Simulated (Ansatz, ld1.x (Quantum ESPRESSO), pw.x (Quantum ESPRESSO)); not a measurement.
# pw.x on bcc Ru: one setting changed

Potential: PAW, ld1.x (Quantum ESPRESSO) 7.5, PBE; core [Ar] 3d10, reference 4s2 4p6 4d7 5s0 5p0; waves: 4s (bound): rcut 1.30, rcutus 1.50 bohr; 5s (bound, empty): rcut 1.30, rcutus 1.50 bohr; 4p (bound): rcut 1.70, rcutus 1.80 bohr; 5p (bound, empty): rcut 1.70, rcutus 1.80 bohr; 4d (bound): rcut 1.70, rcutus 2.00 bohr; 4d channel at -0.35 Ry: rcut 1.70, rcutus 2.00 bohr; local part: all-electron potential smoothed inside 1.75 bohr (lloc = -2); core correction: Bessel-smoothed model core, default radius (core density twice the valence density); augmentation: BESSEL, radius 1.45 bohr.

The reference run (k-mesh 15³, cutoffs 60/480 Ry, Fermi–Dirac 0.01 Ry, mixing_beta 0.4, conv_thr 1e-9, no spin) gives 3.94 GPa at 14.192 Å³/atom, where all-electron LAPW gives 1.63 GPa. This run, with its own iteration cap, changes smearing to mv.

```
&control
  calculation='scf', prefix='x', pseudo_dir='./', outdir='./tmp', tstress=.true., disk_io='none'
/
&system
  ibrav=0, nat=1, ntyp=1, ecutwfc=60, ecutrho=480, nbnd=16,
  occupations='smearing', smearing='mv', degauss=0.01
/
&electrons
  conv_thr=1e-09, mixing_beta=0.4, electron_maxstep=50
/
ATOMIC_SPECIES
Ru 1.0 Ru.UPF
CELL_PARAMETERS angstrom
  -1.52520377 1.52520377 1.52520377
  1.52520377 -1.52520377 1.52520377
  1.52520377 1.52520377 -1.52520377
ATOMIC_POSITIONS crystal
Ru 0.0000 0.0000 0.0000
K_POINTS automatic
15 15 15 0 0 0
```

```bash
pw.x < Ru.scf.in > Ru.scf.out
```

Task: How does the run end?

Result: It converges in 21 iterations; the free energy moves by +59.8 meV/atom and the pressure by -1.12 GPa. This scheme is built to cancel the term in the square of the width that Fermi–Dirac smearing leaves in the F of a metal.

```
Message from routine setup:
     using ibrav=0 with symmetry is DISCOURAGED, use correct ibrav instead
     lattice parameter (alat)  =       4.9921  a.u.
     unit-cell volume          =      95.7724 (a.u.)^3
     number of electrons       =        16.00
     number of Kohn-Sham states=           16
     kinetic-energy cutoff     =      60.0000  Ry
     charge density cutoff     =     480.0000  Ry
     scf convergence threshold =      1.0E-09
     Exchange-correlation= SLA  PW   PBX  PBC
     number of k points=   120  Marzari-Vanderbilt smearing, width (Ry)=  0.0100
     iteration #  1     ecut=    60.00 Ry     beta= 0.40
     total energy              =    -431.30129271 Ry
     estimated scf accuracy    <       2.24504316 Ry
     iteration #  2     ecut=    60.00 Ry     beta= 0.40
     total energy              =    -431.58325540 Ry
     estimated scf accuracy    <       0.04684754 Ry
     iteration #  3     ecut=    60.00 Ry     beta= 0.40
     total energy              =    -431.61873405 Ry
     estimated scf accuracy    <       0.01188337 Ry
     [... 15 iterations left out ...]
     iteration # 19     ecut=    60.00 Ry     beta= 0.40
     total energy              =    -431.62336400 Ry
     estimated scf accuracy    <       0.00000002 Ry
     iteration # 20     ecut=    60.00 Ry     beta= 0.40
     total energy              =    -431.62336400 Ry
     estimated scf accuracy    <          9.8E-09 Ry
     iteration # 21     ecut=    60.00 Ry     beta= 0.40
     the Fermi energy is    22.0377 ev
!    total energy              =    -431.62336400 Ry
     estimated scf accuracy    <          1.0E-11 Ry
     smearing contrib. (-TS)   =      -0.00007313 Ry
     The total energy is F=E-TS. E is the sum of the following terms:
     one-electron contribution =     -32.46884174 Ry
     hartree contribution      =      33.57527869 Ry
     xc contribution           =     -95.31209794 Ry
     ewald contribution        =    -161.61927271 Ry
     one-center paw contrib.   =    -175.79835717 Ry
     convergence has been achieved in  21 iterations
          total   stress  (Ry/bohr**3)                   (kbar)     P=       28.12
     Message from routine punch:
     Nothing written, as per user request (disk_io='none')
```

The run took about 45 s on one core of a shared host (Neoverse-V1, 32 threads, 247 GiB, load 26).
